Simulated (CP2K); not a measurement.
# Pt under changes of volume

One of the cells (15.080 Å³/atom); the others are scaled copies at fixed shape and fractional positions:

```xyz
1
Lattice="2.7731 0.0000 0.0000 1.3866 2.4016 0.0000 1.3866 0.8005 2.2643" Properties=species:S:1:pos:R:3 pbc="T T T"
Pt    0.0000    0.0000    0.0000
```

| Property | Result |
| --- | --- |
| Program | CP2K 2026.2 |
| Functional | r2SCAN |
| Potentials or basis | POTENTIAL_UZH Pt GTH-SCAN-q18; TZVP-MOLOPT-SCAN-GTH basis |
| Density cutoff | 9184 eV |
| k mesh | 12 × 12 × 12 |
| Occupations | fermi-dirac, width 0.1 eV |
| Spin | no spin polarisation |

| volume (Å³/atom) | energy over the lowest point (meV/atom) | pressure (GPa) |
| --- | --- | --- |
| 14.175 | ? | ? |
| 14.477 | 63.48 | 22.1 |
| 14.778 | 29.67 | 14.6 |
| 15.080 | 9.02 | 8.1 |
| 15.381 | 0.00 | 2.3 |
| 15.683 | 1.23 | -2.8 |
| 15.985 | 11.48 | -7.4 |

Q: What does the run at 14.175 Å³/atom give?

A: Energy over the lowest point 112.15 meV/atom; pressure 30.4 GPa.

Worked out: A Birch-Murnaghan fit of order 3 (a polynomial in V^(-2/3)) to the other rows has its minimum at 15.49 Å³/atom with B0 = V·E''(V) = 266 GPa and B' = 5.6. It gives 112.43 meV/atom at 14.175 Å³/atom, against the run's 112.15, and -dE/dV = 30.3 GPa, against 30.4.

Energies are extrapolated to zero smearing.

Caveats: the basis of atomic orbitals isn't converged, which shifts pressures, moduli and gaps.
